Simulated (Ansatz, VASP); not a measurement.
**One calculation of Si, two programs**

Contents of INCAR:

```
PREC     = Accurate       # precision mode
ENCUT    = 520            # plane-wave cutoff, eV
EDIFF    = 1E-6           # SCF threshold, eV
ISMEAR   = 0              # smearing method
SIGMA    = 0.05           # smearing width, eV
LREAL    = F              # projectors in reciprocal space
LASPH    = T              # aspherical terms in the spheres
NELM     = 60             # most SCF steps
ALGO     = Normal         # electronic algorithm
ISIF     = 2              # what is computed and relaxed
LWAVE    = F              # write WAVECAR
LCHARG   = F              # write CHGCAR
GGA      = PE             # functional
NBANDS   = 11             # bands
```

KPOINTS

```
Automatic mesh
0
Gamma
  6 6 6
```

Contents of POSCAR:

```
Si
1.0
    0.0000000000      2.7357379431      2.7357379431
    2.7357379431      0.0000000000      2.7357379431
    2.7357379431      2.7357379431      0.0000000000
Si
2
Direct
    0.5000000000      0.5000000000      0.5000000000
    0.7500000000      0.7500000000      0.7500000000
```

Input for Ansatz:

```yaml
crystal:
  lattice:
    - [0.0, 2.7357379431, 2.7357379431]
    - [2.7357379431, 0.0, 2.7357379431]
    - [2.7357379431, 2.7357379431, 0.0]
  atoms:
    - { symbol: Si, position: [0.5, 0.5, 0.5] }
    - { symbol: Si, position: [0.75, 0.75, 0.75] }
basis:
  ecutwfc: 600
  ecutrho_ratio: 5
kpoints:
  mp_grid: { grid: [6, 6, 6] }
hamiltonian:
  xc: pbe
scf:
  occupations: { method: gaussian, width: 0.05 }
output:
  forces: true
  stress: true
  eigenvalues: true
```

Alike in both runs: task single point; functional PBE; k mesh 6 × 6 × 6; occupations gaussian, width 0.05 eV; no spin polarisation.

|  | VASP | Ansatz |
| --- | --- | --- |
| version | VASP 6.6.1 | Ansatz 0.2.0 |
| potentials or method | VASP PAW PBE potentials, release 64 (Si) | scalar-relativistic, plane waves, PAW |
| plane-wave cutoff (eV) | 520 | 600 |
| valence electrons in the cell | 8 | 8 |

|  | VASP | Ansatz | Ansatz less VASP |
| --- | --- | --- | --- |
| gap on the k mesh at the Fermi level (eV) | 0.75 | 0.75 | -0.002 |
| least direct gap on the mesh (eV) | 2.55 | 2.55 | -0.005 |
| pressure (GPa) | -0.1 | 0.0 | +0.07 |

With one functional, cell and mesh, what is left measures potentials, basis and numerics.

A k mesh can miss the band edges. PBE gaps usually lie below the measured ones, often by a third to a half.
